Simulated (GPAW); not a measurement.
# GaAs (F-43m) in GPAW: notebook, part 2 of 2

GPAW 26.7.0.

## Step 4: Equation of state, revPBE

The input, run.py:

```python
from ase.eos import EquationOfState
from ase.io import Trajectory, read
from ase.units import GPa
from gpaw import GPAW, PW

atoms = read('GaAs.xyz')

traj = Trajectory('eos.traj', 'w')
volumes, energies = [], []
for x in [0.94, 0.96, 0.98, 1.0, 1.02, 1.04, 1.06]:
    a = atoms.copy()
    a.set_cell(atoms.cell * x**(1 / 3), scale_atoms=True)
    calc = GPAW(mode=PW(600),
                xc='revPBE',
                kpts={'size': (8, 8, 8), 'gamma': True},
                occupations={'name': 'fermi-dirac', 'width': 0.05},
                nbands=11,
                convergence={'density': 1e-05, 'energy': 1e-05},
                maxiter=150,
                txt=f'eos-{x:.2f}.txt')
    a.calc = calc
    energies.append(a.get_potential_energy(force_consistent=True))
    volumes.append(a.get_volume())
    p = -a.get_stress()[:3].mean() / GPa
    calc.write(f'eos-{x:.2f}.gpw')
    traj.write(a)
    print(f'{x:.2f} {volumes[-1]:10.4f} A^3 {energies[-1]:14.6f} eV {p:9.3f} GPa', flush=True)

v0, e0, B = EquationOfState(volumes, energies, eos='birchmurnaghan').fit()
print(f'V0 = {v0:.4f} A^3, E0 = {e0:.6f} eV, B0 = {B / GPa:.2f} GPa')
```

The input, GaAs.xyz:

```xyz
2
Lattice="0.0000000000 2.8268500000 2.8268500000 2.8268500000 0.0000000000 2.8268500000 2.8268500000 2.8268500000 0.0000000000" Properties=species:S:1:pos:R:3 pbc="T T T"
As     4.2402750000      4.2402750000      4.2402750000
Ga     0.0000000000      0.0000000000      0.0000000000
```

Potentials or basis: the program's PAW data sets (release 1.2.1) made for this functional, pw.

The run is started by

```sh
$ OMP_NUM_THREADS=1 python run.py
```

Log:

```text
__  _  _
 | _ |_)|_||  |
 |__||  | ||/\| - 26.7.0

Input parameters:
  mode=PW(ecut=600.0),
  convergence={'density': 1e-05, 'energy': 1e-05},
  kpts=MonkhorstPack(size=(8, 8, 8), gamma=True),
  maxiter=150,
  nbands=11,
  occupations=Occupations(name='fermi-dirac', width=0.05),
  xc=XC(name='revPBE')

Diagonalizing LCAO Hamiltonian
Converting LCAO to pw mode

                    As

       Ga

Atoms  # Å, Bohr magnetons
|   | symbol |        x |        y |        z |    initial magnetic moments |
|---|--------|----------|----------|----------|-----------------------------|
| 0 |     As | 4.153714 | 4.153714 | 4.153714 | ( 0.0000,  0.0000,  0.0000) |
| 1 |     Ga | 0.000000 | 0.000000 | 0.000000 | ( 0.0000,  0.0000,  0.0000) |

Unit cell  # Å
| periodic |        x |        y |        z |  lengths |    angles |
|----------|----------|----------|----------|----------|-----------|
|      yes | 0.000000 | 2.769143 | 2.769143 | 3.916160 | 60.000000 |
|      yes | 2.769143 | 0.000000 | 2.769143 | 3.916160 | 60.000000 |
|      yes | 2.769143 | 2.769143 | 0.000000 | 3.916160 | 60.000000 |

Number of symmetries: 24
Symmetry operations  # r_c * U_cc + t_c -> r_c
|    | kind |            matrix            |
|----|------|------------------------------|
|  0 |  E   |  1, 0, 0,  0, 1, 0,  0, 0, 1 |
|  1 |  σ   |  1, 0, 0,  0, 0, 1,  0, 1, 0 |
|  2 |  σ   |  1, 0,-1,  0, 1,-1,  0, 0,-1 |
|  3 |  C3  |  1, 0,-1,  0, 0,-1,  0, 1,-1 |
|  4 |  C3  |  1,-1, 0,  0,-1, 1,  0,-1, 0 |
|  5 |  σ   |  1,-1, 0,  0,-1, 0,  0,-1, 1 |
|  6 |  σ   |  0, 1, 0,  1, 0, 0,  0, 0, 1 |
|  7 |  C3  |  0, 1, 0,  0, 0, 1,  1, 0, 0 |
|  8 |  C2  |  0, 1,-1,  1, 0,-1,  0, 0,-1 |
|  9 |  S4  |  0, 1,-1,  0, 0,-1,  1, 0,-1 |
| 10 |  C3  |  0, 0, 1,  1, 0, 0,  0, 1, 0 |
| 11 |  σ   |  0, 0, 1,  0, 1, 0,  1, 0, 0 |
| 12 |  S4  |  0, 0,-1,  1, 0,-1,  0, 1,-1 |
| 13 |  C3  |  0, 0,-1,  0, 1,-1,  1, 0,-1 |
| 14 |  S4  |  0,-1, 1,  1,-1, 0,  0,-1, 0 |
| 15 |  C2  |  0,-1, 1,  0,-1, 0,  1,-1, 0 |
| 16 |  C3  |  0,-1, 0,  1,-1, 0,  0,-1, 1 |
| 17 |  S4  |  0,-1, 0,  0,-1, 1,  1,-1, 0 |
| 18 |  S4  | -1, 1, 0, -1, 0, 1, -1, 0, 0 |
| 19 |  C3  | -1, 1, 0, -1, 0, 0, -1, 0, 1 |
| 20 |  C3  | -1, 0, 1, -1, 1, 0, -1, 0, 0 |
| 21 |  S4  | -1, 0, 1, -1, 0, 0, -1, 1, 0 |
| 22 |  σ   | -1, 0, 0, -1, 1, 0, -1, 0, 1 |
| 23 |  C2  | -1, 0, 0, -1, 0, 1, -1, 1, 0 |

BZ-sampling:
  Number of BZ points: 512
  Number of IBZ points: 29

  Monkhorst-Pack size: [8, 8, 8]
  Monkhorst-Pack shift: [0.0625, 0.0625, 0.0625]

K-points  # in reciprocal-cell coordinates
[... 61 lines left out ...]
    Using partial waves for As as LCAO basis

  Ga:
    name:    Gallium
    Z:       31.0
    valence: 3
    core:    28
    charge:  0.0  # [|e|]
    compensation charges:
      type: gauss
      rc: 0.37  # [Å]
      lmax: 2
    cutoffs:
      filter: 2.06  # [Å]
      core: 4.17  # [Å]
    projectors
    | kind |    occ | energy [eV] | rcut [Å] |
    |------|--------|-------------|----------|
    |   4s |  2.000 |      -8.879 |    1.164 |
    |   4p |  1.000 |      -2.530 |    1.164 |
    |    s |        |      18.332 |    1.164 |
    |    p |        |      24.682 |    1.164 |
    |    d |        |       0.000 |    1.164 |

    Using partial waves for Ga as LCAO basis

Reference energy: -114396.396665  # eV

eigensolver:
  PPCG
  Converge bands: occupied
  niter=2

density mixing:
  MSR1-Mixer
  Pratt-step length: 0.05
  Maximum mixing coefficient: 0.75
  Old densities: 10
  SVD Regularization: 0.005
  Good broyden scale: 1.0
  Trust region scale: 1.0
  Backstep threshold: 4.0
  History deletion threshold: 6.0
  Fourier metric: weight=20.0, sigma=0.015

occupation numbers:
  Fermi-Dirac:
    width: 0.0500  # eV

poisson solver:
  ecut: 4800.0  # eV

xc functional:
  name: revPBE with 2 nearest neighbor stencil

convergence criteria:
- Maximum integral of absolute [dens]ity change: 1e-05 electrons / valence electron
- Maximum [total energy] change in last 3 cyles: 1e-05 eV / valence electron
- Maximum integral of absolute [eigenst]ate change: 4e-08 eV^2 / valence electron
maximum number of iterations: 150

SCF iterations
|iter     | |      energy | eigst |  dens |
|---------|-|-------------|-------|-------|
|iter:   1| |   -7.555833 | -0.63 |       |
|iter:   2| |   -7.540008 | -3.04 | -0.89 |
|iter:   3| |   -7.480132 | -2.11 | -0.92 |
|iter:   4| |   -7.484529 | -3.53 | -1.51 |
|iter:   5| |   -7.485266 | -4.47 | -2.02 |
|iter:   6| |   -7.485305 | -5.77 | -2.75 |
|iter:   7| |   -7.485307c| -7.26 | -3.49 |
|iter:   8| |   -7.485307c| -8.22c| -4.06 |
|iter:   9| |   -7.485307c| -8.69c| -5.12c|

Converged in 9 steps
Energy contributions relative to reference atoms: (reference = -114396.396665)

Energy contributions:
  Kinetic:          36.095512
  Coulomb:         -31.469395
  Zero:              0.014551
  External:          0.000000
  Xc:              -12.125975
  Entropy:          -0.000000
  Spinorbit:         0.000000
  ----------------------------
  Free energy:      -7.485307
  Extrapolated:     -7.485307

dipole moment: (-10.555481, -10.555481, -10.555481)  # |e|*Ang

Fermi level: 6.266
Eigenvalues  # (at kpt = [0.000, 0.000, 0.000])
| band index |      eig [eV] | occ [0-2] |
|------------|---------------|-----------|
|          0 |        -7.468 |     2.000 |
|          1 |         5.665 |     2.000 |
|          2 |         5.665 |     2.000 |
|          3 |         5.665 |     2.000 |
|          4 |         6.825 |     0.000 |
|          5 |         9.473 |     0.000 |
|          6 |         9.473 |     0.000 |
|          7 |         9.473 |     0.000 |
|          8 |        13.668 |     0.000 |
|          9 |        15.876 |     0.000 |
|         10 |        15.876 |     0.000 |

Gap: 1.160 eV
Transition (v -> c):
  (s=0, k=0, n=3, [0.00, 0.00, 0.00]) -> (s=0, k=0, n=4, [0.00, 0.00, 0.00])
No difference between direct/indirect transitions

Stress tensor  # eV/Ang^3
|         x |         y |         z |
|-----------|-----------|-----------|
| -0.073630 |  0.000000 |  0.000000 |
|  0.000000 | -0.073630 |  0.000000 |
|  0.000000 |  0.000000 | -0.073630 |

# Writing to eos-0.94.gpw (mode='')
```

stdout:

```text
0.94    42.4684 A^3      -7.485307 eV    11.797 GPa
0.96    43.3720 A^3      -7.545495 eV     9.571 GPa
0.98    44.2756 A^3      -7.593779 eV     7.571 GPa
1.00    45.1792 A^3      -7.631364 eV     5.774 GPa
1.02    46.0828 A^3      -7.659340 eV     4.159 GPa
1.04    46.9863 A^3      -7.678682 eV     2.711 GPa
1.06    47.8899 A^3      -7.690293 eV     1.418 GPa
<dir> UserWarning: The minimum volume of your fit is not in your volumes.  You may not have a minimum in your dataset!
  warnings.warn(
V0 = 48.9941 A^3, E0 = -7.695065 eV, B0 = 58.88 GPa
```

eos-1.00.txt:

```text
SCF iterations
|iter     | |      energy | eigst |  dens |
|---------|-|-------------|-------|-------|
|iter:   1| |   -7.698111 | -0.66 |       |
|iter:   2| |   -7.682678 | -3.04 | -0.89 |
|iter:   3| |   -7.626890 | -2.17 | -0.92 |
|iter:   4| |   -7.630738 | -3.69 | -1.52 |
|iter:   5| |   -7.631322 | -4.54 | -2.03 |
[... 35 lines left out ...]
|          9 |        15.064 |     0.000 |
|         10 |        15.064 |     0.000 |

Gap: 0.676 eV
Transition (v -> c):
  (s=0, k=0, n=3, [0.00, 0.00, 0.00]) -> (s=0, k=0, n=4, [0.00, 0.00, 0.00])
No difference between direct/indirect transitions

Stress tensor  # eV/Ang^3
|         x |         y |         z |
|-----------|-----------|-----------|
| -0.036037 |  0.000000 |  0.000000 |
|  0.000000 | -0.036037 | -0.000000 |
|  0.000000 | -0.000000 | -0.036037 |

# Writing to eos-1.00.gpw (mode='')
```

Run time: 54 s. Hardware: 1 thread of Arm Neoverse V2, shared host; peak memory 0.22 GiB.

What came out:

| Property | Result |
| --- | --- |
| Equilibrium volume | 24.50 Å³/atom (rough: see the caveat) |
| Bulk modulus | 59 GPa (rough) |

Energy against volume, from the lowest point:
| volume (Å³/atom) | energy (meV/atom) |
| --- | --- |
| 21.234 | 102.49 |
| 21.686 | 72.40 |
| 22.138 | 48.26 |
| 22.590 | 29.46 |
| 23.041 | 15.48 |
| 23.493 | 5.81 |
| 23.945 | 0.00 |

Caveat: the minimum lies outside the volumes run.

## Step 5: Equation of state, BLYP

run.py: that of step 4 with these lines changed.

```diff
@@ -1,7 +1,17 @@
 from ase.eos import EquationOfState
-from ase.io import Trajectory, read
+from ase.io import Trajectory
+from ase.spacegroup import crystal
 from ase.units import GPa
-from gpaw import GPAW, PW
+from gpaw import GPAW, PW, setup_paths
 
-atoms = read('GaAs.xyz')
+setup_paths.insert(0, '.')
+
+# As 4c
+# Ga 4a
+atoms = crystal(['As', 'Ga'],
+                basis=[[0.25, 0.25, 0.25],
+                       [0.0, 0.0, 0.0]],
+                spacegroup=216, setting=1,  # F-43m
+                cellpar=[5.6537, 5.6537, 5.6537, 90.0, 90.0, 90.0],
+                primitive_cell=True)
 
@@ -13,3 +23,3 @@
     calc = GPAW(mode=PW(600),
-                xc='revPBE',
+                xc='BLYP',
                 kpts={'size': (8, 8, 8), 'gamma': True},
@@ -18,2 +28,3 @@
                 convergence={'density': 1e-05, 'energy': 1e-05},
+                eigensolver='davidson',
                 maxiter=150,
```

Potentials or basis: PAW data sets generated in the run's folder for this functional, pw.

The run is started by

```sh
$ gpaw-setup -f BLYP As Ga
$ OMP_NUM_THREADS=1 python run.py
```

Wall time 47 s (1 thread of Arm Neoverse V2, shared host); peak memory 0.22 GiB.

It converged, with:

- Equilibrium volume: 25.38 Å³/atom (rough: see the caveat)
- Bulk modulus: 49 GPa (rough)

Energy against volume, from the lowest point:
```tsv
volume (Å³/atom)	energy (meV/atom)
21.234	135.52
21.686	99.72
22.138	69.98
22.590	45.68
23.041	26.26
23.493	11.20
23.945	0.00
```

Caveat: the minimum lies outside the volumes run.

## Step 6: Band structure, PBE

The input, run.py:

```python
from ase.dft.bandgap import bandgap
from ase.io import write
from ase.spacegroup import crystal
from gpaw import GPAW

# As 4c
# Ga 4a
atoms = crystal(['As', 'Ga'],
                basis=[[0.25, 0.25, 0.25],
                       [0.0, 0.0, 0.0]],
                spacegroup=216, setting=1,  # F-43m
                cellpar=[5.6537, 5.6537, 5.6537, 90.0, 90.0, 90.0],
                primitive_cell=True)

calc = GPAW(mode='lcao',
            h=0.16,
            basis='dz(dzp)',
            xc='PBE',
            kpts={'size': (8, 8, 8), 'gamma': True},
            occupations={'name': 'fermi-dirac', 'width': 0.05},
            convergence={'density': 1e-05, 'energy': 1e-05},
            maxiter=150,
            txt='gpaw.txt')
atoms.calc = calc
energy = atoms.get_potential_energy()
forces = atoms.get_forces()
calc.write('gs.gpw')
write('result.traj', atoms)
print(f'Energy: {energy:.6f} eV')
print('Forces (eV/A):')
print(forces.round(4))
print('Fermi level:', round(calc.get_fermi_level(), 4), 'eV')
print(f'Gap: {bandgap(calc)[0]:.4f} eV, direct: {bandgap(calc, direct=True)[0]:.4f} eV')

path = atoms.cell.bandpath('GXWKGLUWLK,UX', npoints=80, eps=1e-4)
bs_calc = calc.fixed_density(kpts=path, symmetry='off', txt='bands.txt')
bs = bs_calc.band_structure()
bs.write('bs.json')
print(f'Gap on the path: {bandgap(bs_calc)[0]:.4f} eV')
```

Potentials or basis: GPAW PAW data sets (gpaw-data 1.2.1), lcao:dz(dzp).

The run is started by

```sh
$ OMP_NUM_THREADS=1 python run.py
```

It took 22 s on 1 thread of Arm Neoverse V2, shared host; peak memory 0.17 GiB.

These settings aren't checked as converged: the numbers below hold their error.

What came out:

```yaml
Free_energy: -7.8602 eV
Band_gap_on_the_k_mesh: 0.53 eV, direct
Band_gap_along_the_path: 0.53 eV, direct
```

Caveat: the real-space grid adds noise to forces; the basis of atomic orbitals isn't converged, which shifts pressures, moduli and gaps.

## Step 7: Against experiment

Step 3. Against the measured gap of GaAs, 1.418 eV (direct; 300 K; “Evidence of valence band perturbations in GaAsN/GaAs(001): A combined variable-angle spectroscopic ellipsometry and modulated photoreflectance investigation”, 2008, arxiv:0805.2212), the calculated 0.58 eV is off by -0.84 eV. 3 values of this kind are on record (1.412 to 1.51 eV); this one was drawn at random among those near their median, those with a stated uncertainty first. Spin-orbit coupling on As, Ga is left out. The value is that of PBE in an atomic basis (GPAW PAW data sets (gpaw-data 1.2.1), lcao:dzp), whose error adds to the functional's,, without temperature or zero-point motion. Semilocal functionals fall short of measured gaps as a rule.
